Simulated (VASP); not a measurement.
# Settings for Be: self-consistent run

Be, I4/mmm (no. 139), 1 atom in the cell. SCAN; PAW potentials Be (PBE set). VASP 6.6.1.

Wanted: stress within 0.2 GPa.

What the run is for: stress; Accuracy asked: standard.

POSCAR:
```
Be
1.0
   -1.2531209513      1.2531209513      1.2656521608
    1.2531209513     -1.2531209513      1.2656521608
    1.2531209513      1.2531209513     -1.2656521608
Be
1
Direct
    0.0000000000      0.0000000000      0.0000000000
```

The series start from Plane-wave cutoff (eV): 320; Smearing width (eV): 0.03; k-point mesh: 20 × 20 × 20; Bands in all (NBANDS): 10; Electronic algorithm: ALGO=Normal; Kinetic-energy density mixed (LMIXTAU): LMIXTAU=True. Each series keeps the choices made before it, and each single choice may use up half of a tolerance.

## Plane-wave cutoff (eV)

| Plane-wave cutoff (eV) | Stress, largest deviation (GPa) | SCF iterations | Time (s) |
|---|---|---|---|
| 200 | 1.31 | 24 | 20 |
| 250 | 0.02 | 18 | 21 |
| 290 | 0.06 | 17 | 22 |
| 320 | 0.04 | 17 | 32 |
| 380 | 0.02 | 17 | 35 |
| 440 | 0.02 | 17 | 47 |
| 520 | 0.04 | 22 | 61 |
| 650 (reference) | 0.00 | 18 | 138 |

Chosen: 250, the loosest value from which every tighter one stays within half of the tolerance.

## Smearing width (eV)

| Smearing width (eV) | Stress, largest deviation (GPa) | SCF iterations | Time (s) |
|---|---|---|---|
| 0.15 | 0.53 | 18 | 21 |
| 0.1 | 0.17 | 18 | 21 |
| 0.07 | 0.04 | 18 | 20 |
| 0.05 | 0.03 | 18 | 20 |
| 0.03 | 0.02 | 18 | 21 |
| 0.02 (reference) | 0.00 | 16 | 18 |

Chosen: 0.07.

## k-point mesh

| k-point mesh | Stress, largest deviation (GPa) | SCF iterations | Time (s) |
|---|---|---|---|
| 6 × 6 × 6 | 1.55 | 17 | 3.2 |
| 8 × 8 × 8 | 0.60 | 18 | 3.7 |
| 11 × 11 × 11 | 1.74 | 18 | 5.6 |
| 13 × 13 × 13 | 1.29 | 17 | 7.5 |
| 17 × 17 × 17 | 0.97 | 18 | 14 |
| 20 × 20 × 20 | 1.07 | 18 | 20 |
| 24 × 24 × 24 | 0.40 | 18 | 34 |
| 29 × 29 × 29 (reference) | 0.00 | 18 | 57 |

Chosen: 29 × 29 × 29; the next looser run is off by more than half of the tolerance, so convergence isn't shown beyond this value.

## Bands in all (NBANDS)

| Bands in all (NBANDS) | Stress, largest deviation (GPa) | SCF iterations | Time (s) |
|---|---|---|---|
| 2 | 0.00 | 18 | 12 |
| 3 | 0.01 | 18 | 16 |
| 5 | 0.00 | 19 | 28 |
| 7 | 0.00 | 18 | 36 |
| 10 | 0.00 | 18 | 57 |
| 19 (reference) | 0.00 | 18 | 124 |

Chosen: 2.

## Electronic algorithm

| Electronic algorithm | Stress, largest deviation (GPa) | SCF iterations | Time (s) |
|---|---|---|---|
| ALGO=Normal | 0.00 | 18 | 12 |
| ALGO=Fast | 0.01 | 24 | 20 |
| ALGO=VeryFast | 0.09 | 32 | 26 |
| ALGO=All ISEARCH=1 | 0.01 | 11 | 13 |
| ALGO=All ISEARCH=0 | 0.01 | 11 | 10 |
| ALGO=Damped TIME=0.4 | 0.01 | 20 | 14 |
| ALGO=Damped TIME=0.1 | 0.01 | 32 | 22 |

Chosen: ALGO=Normal; no other choice that stays within half of the tolerance saves 30 % of the time.

## Kinetic-energy density mixed (LMIXTAU)

| Kinetic-energy density mixed (LMIXTAU) | Stress, largest deviation (GPa) | SCF iterations | Time (s) |
|---|---|---|---|
| LMIXTAU=True | 0.00 | 18 | 12 |
| LMIXTAU=False | 0.02 | 10 | 7.6 |

Chosen: LMIXTAU=False, the fastest of those that stay within half of the tolerance.

## All choices together

| Input | Stress, largest deviation (GPa) | Time (s) |
|---|---|---|
| the program's defaults (naive) | 1.02 | 1.3 |
| chosen settings | 0.12 | 7.1 |
| reference settings throughout | 0.00 | 791 |

The chosen settings stay within the tolerance of the reference run, but the reference itself isn't shown to be converged in: k-point mesh.

Values of the reference run: Stress: -2.769, 0, 0, 0, -2.769, 0, 0, 0, -1.441 GPa.

2 cheaper combinations failed this check first and made the worst setting one step tighter.

## The input

INCAR:
```
SYSTEM = Be
ALGO = Normal ; EDIFF = 1E-6
ENCUT = 250 ; GGA_COMPAT = .False.
ISIF = 2 ; ISMEAR = -1
LASPH = .True. ; LCHARG = .False.
LMIXTAU = .False. ; LREAL = .False.
LWAVE = .False. ; METAGGA = SCAN
NBANDS = 2 ; NELM = 120
PREC = Accurate ; SIGMA = 0.03
```

KPOINTS:
```
Automatic mesh
0
Gamma
  29 29 29
  0 0 0
```

Commands:
```
cat potpaw_PBE.64/Be/POTCAR > POTCAR
mpirun -np 1 vasp_std > vasp.out
```

The chosen input took VASP 6.6.1 7.1 s on 1 core (Intel Xeon 6975P-C (Granite Rapids)), a shared host.

## An input that fails: cutoff far too low

VASP's message: EDDAV: Call to ZHEGV failed. Returncode = 13 2 16.

Changes against the starting input:
```
- NELM = 120
- ENCUT = 320
+ NELM = 74
+ ENCUT = 90
```
